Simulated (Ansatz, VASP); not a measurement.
## One calculation of Hg, two programs

```
CELL_PARAMETERS angstrom
3.46181 0.00000 0.00000
-1.73090 2.99802 0.00000
0.00000 0.00000 5.48755
ATOMIC_POSITIONS crystal
Hg 0.66667 0.33333 0.75000
Hg 0.33333 0.66667 0.25000
```

Alike in both runs: task single point; functional PBEsol; k mesh 5 × 5 × 3; no spin polarisation.

```csv
,VASP,Ansatz
version,VASP 6.6.1,Ansatz 0.2.0
potentials or method,"VASP PAW PBE potentials, release 64 (Hg)","plane waves, PAW"
plane-wave cutoff (eV),520,420
occupations,"methfessel-paxton of order 1, width 0.1 eV",cold
valence electrons in the cell,24,40
```

|  | VASP | Ansatz | Ansatz less VASP |
| --- | --- | --- | --- |
| pressure (GPa) | -2.4 | -2.5 | -0.11 |
| largest component of the traceless stress (GPa) | 0.24 | 0.15 | -0.086 |

The two sets of potentials don't hold the same shells in valence.

Caveats: the k mesh is coarse (spacing up to 0.42 Å⁻¹), so the values aren't converged; the PAW data sets were made with another functional, which shifts forces and pressure a little (VASP). Spin-orbit coupling is left out, which matters for the levels of Hg.
